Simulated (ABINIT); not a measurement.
# Al (Im-3m) in ABINIT: a series of runs

Aim: see how the results for Al move with the level of theory and the settings. Levels: r2SCAN, SCAN, revPBE, PW91, WC. Tasks: single point.

All numbers are computed with ABINIT 10.8.3 (patched build); they aren't measurements. Logs are shortened: lines on timing, memory, paths and dates and some standing lists are left out, and cuts for length are marked. The log counts tension as positive stress, the text compression.

## 1. The structure

It takes space group Im-3m (No. 229, cubic). Conventional cell: a = 3.182 Å, b = 3.182 Å, c = 3.182 Å, α = 90.00°, β = 90.00°, γ = 90.00°. Al (site symmetry m-3m) is surrounded by 8 Al at 2.76 Å.

This isn't the form of Al at room conditions, which is fcc.

## 2. Single point, r2SCAN

run.abi

```
# Pseudopotentials
pp_dirpath "./"
pseudos "Al.GGA_PBE-JTH.xml"

# Structure
acell 5.208220536 5.208220536 5.208220536
rprim
    -0.5773502692     0.5773502692     0.5773502692
     0.5773502692    -0.5773502692     0.5773502692
     0.5773502692     0.5773502692    -0.5773502692
ntypat 1
znucl 13
natom 1
typat 1
xred
     0.0000000000     0.0000000000     0.0000000000

# Plane-wave basis
ecut 489.804952 eV
pawecutdg 36.0

# k points
kptopt 1
ngkpt 12 12 12
nshiftk 1
shiftk 0.0 0.0 0.0

# Exchange and correlation
ixc -497498
usekden 1
pawxcdev 0

# Bands and occupations
nband 6
occopt 3
tsmear 0.05 eV

# SCF cycle
nstep 100
tolvrs 1.0e-7

# Output
iomode 3
prtwf 0
prtden 0
prteig 0
prtebands 0
enunit 1
```

Potentials or basis: JTH PAW PBE v2.0.

The run is started by

```bash
$ abinit run.abi > log 2>&1
```

run.abo:

```text
.Version 10.8.3 of ABINIT
 Symmetries : space group Im -3 m (#229); Bravais cI (body-center cubic)
================================================================================
 Values of the parameters that define the memory need of the present run
     intxc =       0    ionmov =       0      iscf =      17    lmnmax =       8
     lnmax =       4     mgfft =      20  mpssoang =       2    mqgrid =    3001
     natom =       1  nloc_mem =       2    nspden =       1   nspinor =       1
    nsppol =       1      nsym =      48    n1xccc =       1    ntypat =       1
    occopt =       3   xclevel =       2
       mpw =         420          nfft =        8000          nkpt =          72
 PAW method is used; the additional fine FFT grid is defined by:
   mgfftf=        30    nfftf =     27000
================================================================================
================================================================================

--------------------------------------------------------------------------------
------------- Echo of variables that govern the present computation ------------
--------------------------------------------------------------------------------
 -outvars: echo values of preprocessed input variables --------
            acell      5.2082205360E+00  5.2082205360E+00  5.2082205360E+00 Bohr
              amu      2.69815390E+01
             ecut      1.80000000E+01 Hartree
           enunit           1
                       outvar_i_n : Printing only first  50 k-points.
              ixc     -497498
                       outvar_i_n : Printing only first  50 k-points.
         kptrlatt       12    0    0      0   12    0      0    0   12
          kptrlen      6.24986464E+01
            natom           1
            nband           6
            ngfft          20      20      20
          ngfftdg          30      30      30
             nkpt          72
            nstep         100
             nsym          48
           ntypat           1
                       prtocc : prtvol=0, do not print more k-points.
           occopt           3
        pawecutdg      3.60000000E+01 Hartree
         pawxcdev           0
           prtden           0
        prtebands           0
           prteig           0
          prtkden           1
            prtwf           0
            rprim     -5.7735026920E-01  5.7735026920E-01  5.7735026920E-01
                       5.7735026920E-01 -5.7735026920E-01  5.7735026920E-01
                       5.7735026920E-01  5.7735026920E-01 -5.7735026920E-01
          spgroup         229
           tolvrs      1.00000000E-07
           tsmear      1.83746611E-03 Hartree
            typat      1
          usekden           1
           useylm           1
                       outvars : Printing only first  50 k-points.
            znucl       13.00000

================================================================================

 chkinp: Checking input parameters for consistency.

================================================================================
== DATASET  1 ==================================================================

--- !DatasetInfo
iteration_state: {dtset: 1, }
dimensions: {natom: 1, nkpt: 72, mband: 6, nsppol: 1, nspinor: 1, nspden: 1, mpw: 420, }
cutoff_energies: {ecut:  18.0, pawecutdg:  36.0, }
electrons: {nelect:   3.00000000E+00, charge:   0.00000000E+00, occopt:   3.00000000E+00, tsmear:   1.83746611E-03, }
meta: {optdriver: 0, ionmov: 0, optcell: 0, iscf: 17, paral_kgb: 0, }
...

 Real(R)+Recip(G) space primitive vectors, cartesian coordinates (Bohr,Bohr^-1):
 R(1)= -3.0069675  3.0069675  3.0069675  G(1)=  0.0000000  0.1662805  0.1662805
 R(2)=  3.0069675 -3.0069675  3.0069675  G(2)=  0.1662805  0.0000000  0.1662805
 R(3)=  3.0069675  3.0069675 -3.0069675  G(3)=  0.1662805  0.1662805  0.0000000
 Unit cell volume ucvol=  1.0875424E+02 bohr^3
 Angles (23,13,12)=  1.09471221E+02  1.09471221E+02  1.09471221E+02 degrees

 Coarse grid specifications (used for wave-functions):

 getcut: wavevector=  0.0000  0.0000  0.0000  ngfft=  20  20  20
         ecut(hartree)=     18.000   => boxcut(ratio)=   2.01568

 Fine grid specifications (used for densities):

 getcut: wavevector=  0.0000  0.0000  0.0000  ngfft=  30  30  30
         ecut(hartree)=     36.000   => boxcut(ratio)=   2.13263

--- Pseudopotential description ------------------------------------------------
- pspini: atom type   1  psp file is ./Al.GGA_PBE-JTH.xml
 Pseudopotential format is: paw10
 basis_size (lnmax)=  4 (lmn_size=  8), orbitals=   0   0   1   1
 Spheres core radius: rc_sph= 1.90363307
 Shapefunction is SIN type: shapef(r)=[sin(pi*r/rshp)/(pi*r/rshp)]**2
 Radius for shape functions =  1.60786206
 Compensation charge density is not taken into account in XC energy/potential

  -1.09563711E+01                                ecore*ucvol(ha*bohr**3)
--------------------------------------------------------------------------------

================================================================================

--- !BeginCycle
iteration_state: {dtset: 1, }
solver: {iscf: 17, nstep: 100, nline: 4, wfoptalg: 10, }
tolerances: {tolvrs: 1.00E-07, }
...

     iter   Etot(hartree)      deltaE(h)  residm     nres2
 ETOT  1 -0.42089500804566    -4.209E-01 3.395E-01 3.182E-01
 ETOT  2 -0.42956301106105    -8.668E-03 1.169E-02 8.039E-02
 ETOT  3 -0.42957070697666    -7.696E-06 4.767E-04 4.701E-04
 ETOT  4 -0.42956683738305     3.870E-06 9.832E-04 6.256E-05
 ETOT  5 -0.42956649541684     3.420E-07 8.752E-05 1.133E-07
 ETOT  6 -0.42956650070133    -5.284E-09 1.051E-04 3.531E-09

 At SCF step    6       nres2   =  3.53E-09 < tolvrs=  1.00E-07 =>converged.

Result for kinetic energy density :

--------------------------------------------------------------------------------
 Total kinetic energy density [Ha/Bohr^3]
)     Maximum=    1.3388E-02  at reduced coord.    0.8667    0.9000    0.9667
)     Minimum=    6.7603E-03  at reduced coord.    0.6667    0.5000    0.1667
   Integrated=    8.3968E-01
--------------------------------------------------------------------------------

 Cartesian components of stress tensor (hartree/bohr^3)
  sigma(1 1)= -3.33203245E-05  sigma(3 2)=  0.00000000E+00
  sigma(2 2)= -3.33203245E-05  sigma(3 1)=  0.00000000E+00
  sigma(3 3)= -3.33203245E-05  sigma(2 1)=  0.00000000E+00

--- !ResultsGS
iteration_state: {dtset: 1, }
comment   : Summary of ground state results
lattice_vectors:
- [ -3.0069675,   3.0069675,   3.0069675, ]
- [  3.0069675,  -3.0069675,   3.0069675, ]
- [  3.0069675,   3.0069675,  -3.0069675, ]
lattice_lengths: [   5.20822,    5.20822,    5.20822, ]
lattice_angles: [109.471, 109.471, 109.471, ] # degrees, (23, 13, 12)
lattice_volume:   1.0875424E+02
convergence: {deltae: -5.284E-09, res2:  3.531E-09, residm:  1.051E-04, diffor: null, }
etotal    :  -4.29566501E-01
entropy   :   0.00000000E+00
fermie    :   3.36282784E-01
cartesian_stress_tensor: # hartree/bohr^3
- [ -3.33203245E-05,   0.00000000E+00,   0.00000000E+00, ]
- [  0.00000000E+00,  -3.33203245E-05,   0.00000000E+00, ]
- [  0.00000000E+00,   0.00000000E+00,  -3.33203245E-05, ]
pressure_GPa:   9.8032E-01
xred      :
- [  0.0000E+00,   0.0000E+00,   0.0000E+00, Al]
cartesian_forces: # hartree/bohr
- [ -0.00000000E+00,  -0.00000000E+00,  -0.00000000E+00, ]
force_length_stats: {min:   0.00000000E+00, max:   0.00000000E+00, mean:   0.00000000E+00, }
...

 Integrated electronic density in atomic spheres:
 ------------------------------------------------
 Atom  Sphere_radius  Integrated_density
    1        1.90363          0.73854606

================================================================================

 ----iterations are completed or convergence reached----

 Mean square residual over all n,k,spin=   47.108E-08; max=  10.505E-05
 reduced coordinates (array xred) for    1 atoms
       0.000000000000      0.000000000000      0.000000000000
 rms dE/dt=  0.0000E+00; max dE/dt=  0.0000E+00; dE/dt below (all hartree)
    1       0.000000000000      0.000000000000      0.000000000000

 cartesian coordinates (angstrom) at end:
    1      0.00000000000000     0.00000000000000     0.00000000000000

 cartesian forces (hartree/bohr) at end:
    1     -0.00000000000000    -0.00000000000000    -0.00000000000000
 frms,max,avg= 0.0000000E+00 0.0000000E+00   0.000E+00  0.000E+00  0.000E+00 h/b

 cartesian forces (eV/Angstrom) at end:
    1     -0.00000000000000    -0.00000000000000    -0.00000000000000
 frms,max,avg= 0.0000000E+00 0.0000000E+00   0.000E+00  0.000E+00  0.000E+00 e/A
 length scales=  5.208220536000  5.208220536000  5.208220536000 bohr
              =  2.756071615138  2.756071615138  2.756071615138 angstroms
 Fermi (or HOMO) energy (eV) =   9.15072   Average Vxc (eV)= -10.55290
 Eigenvalues (   eV  ) for nkpt=  72  k points:
 kpt#   1, nband=  6, wtk=  0.00058, kpt=  0.0000  0.0000  0.0000 (reduced coord)
  -2.90426   23.59272   23.59272   23.59272   25.35715   25.35715
 prteigrs : prtvol=0 or 1, do not print more k-points.

--- !EnergyTerms
iteration_state     : {dtset: 1, }
comment             : Components of total free energy in Hartree
kinetic             :  8.39684033090968E-01
hartree             :  3.31879679895478E-03
xc                  : -1.02682637767392E+00
Ewald energy        : -2.72310065996818E+00
psp_core            : -1.00744310403310E-01
local_psp           :  3.26291137361594E-01
PAW spherical_terms :  2.25194303240985E+00
internal            : -4.29434348384035E-01
'-kT*entropy'       : -1.53127848228819E-04
total_energy        : -4.29587476232264E-01
total_energy_eV     : -1.16896707421923E+01
...

--- !EnergyTermsDC
iteration_state     : {dtset: 1, }
comment             : '"Double-counting" decomposition of free energy'
band_energy         :  4.81852140303203E-01
Ewald energy        : -2.72310065996818E+00
psp_core            : -1.00744310403310E-01
xc_dc               :  9.38899703981746E-02
PAW spherical_terms :  1.81868948681701E+00
internal            : -4.29413372853097E-01
'-kT*entropy'       : -1.53127848228819E-04
total_energy_dc     : -4.29566500701326E-01
total_energy_dc_eV  : -1.16890999689182E+01
...

--- !EnergyTermsWithPAWCore
iteration_state     : {dtset: 1, }
comment             : 'Components of total free energy, including PAW core contributions'
Total energy        : -2.42923477822403E+02
Total energy DC     : -2.42923456846873E+02
Total energy (eV)   : -6.61028458324242E+03
Total energy DC (eV): -6.61028401246915E+03
...

 Cartesian components of stress tensor (hartree/bohr^3)
  sigma(1 1)= -3.33203245E-05  sigma(3 2)=  0.00000000E+00
  sigma(2 2)= -3.33203245E-05  sigma(3 1)=  0.00000000E+00
  sigma(3 3)= -3.33203245E-05  sigma(2 1)=  0.00000000E+00

-Cartesian components of stress tensor (GPa)         [Pressure=  9.8032E-01 GPa]
- sigma(1 1)= -9.80317793E-01  sigma(3 2)=  0.00000000E+00
- sigma(2 2)= -9.80317793E-01  sigma(3 1)=  0.00000000E+00
- sigma(3 3)= -9.80317793E-01  sigma(2 1)=  0.00000000E+00

== END DATASET(S) ==============================================================
================================================================================

 -outvars: echo values of variables after computation  --------
            acell      5.2082205360E+00  5.2082205360E+00  5.2082205360E+00 Bohr
           etotal     -4.2956650070E-01
            fcart     -0.0000000000E+00 -0.0000000000E+00 -0.0000000000E+00
            rprim     -5.7735026920E-01  5.7735026920E-01  5.7735026920E-01
                       5.7735026920E-01 -5.7735026920E-01  5.7735026920E-01
                       5.7735026920E-01  5.7735026920E-01 -5.7735026920E-01
           strten     -3.3320324539E-05 -3.3320324539E-05 -3.3320324539E-05
                       0.0000000000E+00  0.0000000000E+00  0.0000000000E+00
 Calculation completed.
```

It took 12 s on 1 thread of Arm Neoverse V1, shared host; peak memory 0.08 GiB.

Results:

* Free energy: -11.6891 eV
* Pressure: 1.0 GPa
* Band gap on the k mesh: none (metal or under the smearing width)
* Valence electrons inside the program's atomic spheres: Al 0.74 (radii [1.0074] Å)

Caveat: totals of a meta-GGA on PAW files have another zero than those of a GGA; the PAW data sets were made with another functional, which shifts forces and pressure a little.

(Part 1 of 2 ends here.)
